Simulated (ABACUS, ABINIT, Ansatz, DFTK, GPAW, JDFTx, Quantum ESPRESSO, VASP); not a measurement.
## HfN: 9 runs at one level of theory

```
CELL_PARAMETERS angstrom
0.00000 2.25600 2.25600
2.25600 0.00000 2.25600
2.25600 2.25600 0.00000
ATOMIC_POSITIONS crystal
Hf 0.00000 0.00000 0.00000
N 0.50000 0.50000 0.50000
```

Alike in all runs: task single point; functional PBE; k mesh 10 × 10 × 10; occupations fermi-dirac, width 0.05 eV; no spin polarisation; no spin-orbit coupling. Pressure is positive in compression and, in plane waves, holds the error of the finite cutoff.

```csv
program and potentials,plane-wave cutoff (eV),notes,band gap (eV),pressure (GPa)
"ABINIT, JTH PAW PBE v2.0",707,8.5 valence electrons an atom on average,no gap,4.85
"Quantum ESPRESSO, SSSP 1.3 efficiency PBE",816,8.5 valence electrons an atom on average,no gap,5.78
"DFTK, PseudoDojo SR PBE 0.4.1 standard (PBE)",1143,8.5 valence electrons an atom on average,no gap,5.97
"JDFTx, PseudoDojo-SR-PBE-0.5-standard with smoothed tails",1143,8.5 valence electrons an atom on average,no gap,5.97
"ABACUS, PseudoDojo NC SR 0.4.1 PBE standard, plane waves",1143,8.5 valence electrons an atom on average,no gap,5.94
"GPAW, GPAW PAW data sets (gpaw-data 1.2.1)",800,8.5 valence electrons an atom on average,no gap,6.72
"VASP, PBE PAW files Hf_pv, N, 520 eV",520,7.5 valence electrons an atom on average,no gap,4.21
"JDFTx, PseudoDojo-SR-PBE-0.5-standard",1143,8.5 valence electrons an atom on average,no gap,5.92
"Ansatz, all-electron LAPW, scalar-relativistic",-,-,no gap,6.66
```

None finds a gap. The pressure spans 4.21 (VASP, PBE PAW files Hf_pv, N, 520 eV) to 6.72 GPa (GPAW, GPAW PAW data sets (gpaw-data 1.2.1)), with all-electron results at 6.66.

Differences between rows come from potentials, basis sets and numerical settings, since the functional is the same but for its coding. Runs on potential files found faulty are left out.
